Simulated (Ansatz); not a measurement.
BaZrO$_{3}$ under strain

Level of theory: DFT PBE, scalar-relativistic, plane waves, PAW in Ansatz. Settings: 420 eV cutoff, 6×6×6 k-mesh, Gaussian smearing of 0.02 eV, no spin polarisation.

Starting point, cell and atoms relaxed:

```
Ba Zr O
1.0
     4.22681    0.00000    0.00000
     0.00000    4.22681    0.00000
     0.00000    0.00000    4.22681
Ba Zr O
1 1 3
Direct
  0.00000 0.00000 0.00000
  0.50000 0.50000 0.50000
  0.50000 0.00000 0.50000
  0.50000 0.50000 0.00000
  0.00000 0.50000 0.50000
```

Deformation: c alone is stretched, the rest of the cell is held and the atoms relax, all within the symmetry that the strain leaves. Energies are extrapolated to zero smearing. Stress is positive in compression, on the Cartesian axes of the cell above. Gaps are Kohn–Sham gaps over the whole zone.

Spin-orbit coupling is left out, which matters for the bands and energies of heavy elements.

| strain (%) | ΔE (meV/atom) | a (Å) | b (Å) | c (Å) | σxx (GPa) | σyy (GPa) | σzz (GPa) | gap (eV) |
| --- | --- | --- | --- | --- | --- | --- | --- | --- |
| -4.5 | 33.0 | 4.227 | 4.227 | 4.037 | 4.01 | 4.01 | 16.80 | 3.12 |
| -3.0 | 13.9 | 4.227 | 4.227 | 4.100 | 2.59 | 2.59 | 10.33 | 3.14 |
| -1.5 | 3.3 | 4.227 | 4.227 | 4.163 | 1.27 | 1.27 | 4.78 | 3.16 |
| +0.0 | 0.0 | 4.227 | 4.227 | 4.227 | 0.04 | 0.04 | 0.04 | 3.18 |
| +1.5 | 2.9 | 4.227 | 4.227 | 4.290 | -1.10 | -1.10 | -3.98 | 3.11 |
| +3.0 | 11.0 | 4.227 | 4.227 | 4.354 | -2.17 | -2.17 | -7.39 | 3.04 |
| +4.5 | 23.5 | 4.227 | 4.227 | 4.417 | -3.16 | -3.16 | -10.25 | 2.98 |

Symmetry holds off the tilts and polar distortions that many cubic perovskites undergo.